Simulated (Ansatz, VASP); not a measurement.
**Y in VASP and in Ansatz**

File INCAR:

```
SYSTEM = Y
PREC     = Accurate       ! precision mode
ENCUT    = 520            ! plane-wave cutoff, eV
EDIFF    = 1E-8           ! SCF threshold, eV
ISMEAR   = -1             ! smearing method
SIGMA    = 0.05           ! smearing width, eV
LREAL    = .FALSE.        ! projectors in reciprocal space
LASPH    = .TRUE.         ! aspherical terms in the spheres
NELM     = 60             ! most SCF steps
ALGO     = Normal         ! electronic algorithm
ISIF     = 2              ! what is computed and relaxed
LWAVE    = .FALSE.        ! write WAVECAR
LCHARG   = .FALSE.        ! write CHGCAR
GGA      = PE             ! functional
LEFG     = .TRUE.       
NBANDS   = 18             ! bands
```

The input KPOINTS:

```
Automatic mesh
0
G
  9 9 9
  0 0 0
```

The input POSCAR:

```
Y
1.0
    0.0000000000      3.4953508581      3.4953508581
    3.4953508581      0.0000000000      3.4953508581
    3.4953508581      3.4953508581      0.0000000000
Y
2
Direct
    0.0000000000      0.0000000000      0.0000000000
    0.2500000000      0.2500000000      0.2500000000
```

Input for Ansatz:

```yaml
crystal:
  lattice:
    - [0.0, 3.4953508581, 3.4953508581]
    - [3.4953508581, 0.0, 3.4953508581]
    - [3.4953508581, 3.4953508581, 0.0]
  atoms:
    - { symbol: "Y", position: [0.0, 0.0, 0.0] }
    - { symbol: "Y", position: [0.25, 0.25, 0.25] }
kpoints:
  mp_grid: { grid: [9, 9, 9] }
scf:
  occupations: { method: fermi_dirac, width: 0.05 }
hamiltonian:
  xc: pbe
  pseudopotentials: { kind: paw }
output:
  forces: true
  stress: true
  eigenvalues: true
  efg: { contact_densities: true }
```

Change from the starting cell: volume scaled by 0.98, PAW files.

Alike in both runs: task electric field gradients; functional PBE; k mesh 9 × 9 × 9; occupations fermi-dirac, width 0.05 eV; no spin polarisation.

|  | VASP | Ansatz |
| --- | --- | --- |
| version | VASP 6.6.1 | Ansatz 0.2.0 |
| potentials or method | VASP PAW PBE potentials, release 64 (Y_sv) | PAW with Ansatz's default frozen-core files, scalar-relativistic |
| plane-wave cutoff (eV) | 520 | 420 |
| valence electrons in the cell | 22 | 22 |

|  | VASP | Ansatz | Ansatz less VASP |
| --- | --- | --- | --- |
| pressure (GPa) | 0.3 | 0.3 | -0.01 |
| Vzz of the field gradient on the site that differs most (V/Å²) | 0.0 | 0.0 | 0.00 |

With one functional, cell and mesh, what is left measures potentials, basis and numerics. Ansatz warned: «gradients_without_spin_orbit».
